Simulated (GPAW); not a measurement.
Crystal: Na.

```
Na
1.0
    -2.14100    2.14100    2.14100
     2.14100   -2.14100    2.14100
     2.14100    2.14100   -2.14100
Na
1
Direct
  0.00000 0.00000 0.00000
```

Base run:

```yaml
Program: GPAW 26.7.0
Functional: LDA
Potentials_or_basis: the program's PAW data sets (release 1.2.1) made for this functional
Cutoff: 800 eV
Basis: pw
k_mesh: 9 × 9 × 9
Occupations: gaussian, width 0.05 eV
Spin: no spin polarisation
```

Its results: pressure -1.1 GPa.

Q: The run is repeated on the same cell with these changes: functional from LDA to PBEsol; potentials or basis from the program's PAW data sets (release 1.2.1) made for this functional to PAW data sets generated in the run's folder for this functional. What comes out?

A: Pressure -0.5 GPa.
